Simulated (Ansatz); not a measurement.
# I under changes of volume

One of the cells (40.553 Å³/atom); the others are scaled copies at fixed shape and fractional positions:

```
I
1.0
     0.00000    2.36560    3.90984
     2.19225    0.00000    3.90984
     2.19225    2.36560    0.00000
I
1
Direct
  0.00000 0.00000 0.00000
```

```yaml
Program: Ansatz 0.2.0
Functional: LDA
Potentials_or_basis: all-electron LAPW, scalar-relativistic
Cutoff: 161 eV (chosen from the basis error)
Basis_error_allowed: 0.001 eV/atom
k_mesh: 9 × 9 × 9
Occupations: fermi-dirac, width 0.05 eV
Spin: no spin polarisation
```

| volume (Å³/atom) | energy over the lowest point (meV/atom) | pressure (GPa) |
| --- | --- | --- |
| 38.120 | 0.00 | -0.7 |
| 38.931 | 5.27 | -1.3 |
| 39.742 | 13.41 | -1.8 |
| 40.553 | ? | ? |
| 41.364 | 36.91 | -2.7 |
| 42.175 | 51.64 | -3.1 |
| 42.986 | 68.02 | -3.4 |

Problem. What does the run at 40.553 Å³/atom give?

Solution. Energy over the lowest point 24.07 meV/atom; pressure -2.3 GPa.

Worked out: A Birch-Murnaghan fit of order 3 (a polynomial in V^(-2/3)) to the other rows has its minimum at 37.28 Å³/atom, just outside them, with B0 = V·E''(V) = 35 GPa and B' = 5.3 at fixed shape and positions, which overstates the stiffness. It gives 24.07 meV/atom at 40.553 Å³/atom, against the run's 24.07, and -dE/dV = -2.3 GPa, against -2.3.

Energies are extrapolated to zero smearing.

Caveats: an odd number of electrons without spin polarisation forces a metal; a magnetic or distorted state may lie lower.
